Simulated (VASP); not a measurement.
# A VASP 6.6.1 single-point calculation on RbCl

INCAR

```
LWAVE = .FALSE.
EDIFF = 1E-7
NSW = 0
ENCUT = 520
IBRION = -1
ISIF = 2
LASPH = .TRUE.
LCHARG = .FALSE.
ISMEAR = 0
NELECT = 13
SIGMA = 0.01
PREC = Accurate
NELM = 78
LREAL = .FALSE.
NBANDS = 15
ALGO = Normal
METAGGA = R2SCAN
```

KPOINTS

```
KPOINTS created by Atomic Simulation Environment
0
Gamma
6 6 6
0 0 0
```

POSCAR

```
Rb Cl
 1.0000000000000000
    -0.0000000000000000    3.3058128185602906    3.3058128185602906
     3.3058128185602906   -0.0000000000000000    3.3058128185602906
     3.3058128185602906    3.3058128185602906   -0.0000000000000000
 Rb  Cl
   1   1
Cartesian
  0.0000000000000000  0.0000000000000000 -0.0000000000000000
  3.3058128185602906  3.3058128185602906  3.3058128185602906
```

The recommended PBE PAW datasets give the neutral cell 16 valence electrons.

Command

```
mpirun -np 1 vasp_std
```

Task: How does this run end, and what does it give?

Result: It converged. Results: pressure -38.5 GPa.

OSZICAR

```
N       E                     dE             d eps       ncg     rms          rms(c)
DAV:   1     0.446465441694E+02    0.44647E+02   -0.53621E+03   480   0.722E+02
DAV:   2    -0.133396970056E+02   -0.57986E+02   -0.55758E+02   719   0.141E+02
DAV:   3    -0.169855025677E+02   -0.36458E+01   -0.36063E+01   634   0.333E+01
DAV:   4    -0.171185210549E+02   -0.13302E+00   -0.13297E+00   724   0.612E+00
DAV:   5    -0.171197128448E+02   -0.11918E-02   -0.11917E-02   635   0.591E-01    0.785E+00
DAV:   6    -0.102509351415E+02    0.68688E+01   -0.84327E+00   641   0.134E+01    0.289E+00
DAV:   7    -0.982441388057E+01    0.42652E+00   -0.78215E+00   683   0.721E+00    0.581E+00
DAV:   8    -0.968763437308E+01    0.13678E+00   -0.14335E+00   579   0.326E+00    0.404E+00
DAV:   9    -0.961327858733E+01    0.74356E-01   -0.60116E-02   557   0.143E+00    0.365E+00
DAV:  10    -0.954420493391E+01    0.69074E-01   -0.79127E-01   522   0.286E+00    0.254E-01
DAV:  11    -0.957007581031E+01   -0.25871E-01   -0.46539E-02   543   0.119E+00    0.632E-01
DAV:  12    -0.956931532575E+01    0.76048E-03   -0.96128E-03   655   0.369E-01    0.711E-02
DAV:  13    -0.956936603761E+01   -0.50712E-04   -0.11215E-03   623   0.104E-01    0.638E-02
DAV:  14    -0.956936912978E+01   -0.30922E-05   -0.28155E-05   599   0.342E-02    0.389E-02
DAV:  15    -0.956931827058E+01    0.50859E-04   -0.29801E-04   676   0.350E-02    0.805E-03
DAV:  16    -0.956932277371E+01   -0.45031E-05   -0.10044E-05   599   0.171E-02    0.809E-03
DAV:  17    -0.956932438044E+01   -0.16067E-05   -0.30739E-06   628   0.916E-03    0.256E-03
DAV:  18    -0.956932432951E+01    0.50929E-07   -0.31368E-07   502   0.296E-03
   1 F= -.95693243E+01 E0= -.95691647E+01  d E =-.319241E-03
```

These settings aren't sound, so the numbers aren't properties of the crystal.

The fault: wrong number of electrons.

On sound settings r²SCAN gives a gap of 5.56 eV on its mesh and a pressure of 0.0 GPa for the intended cell.
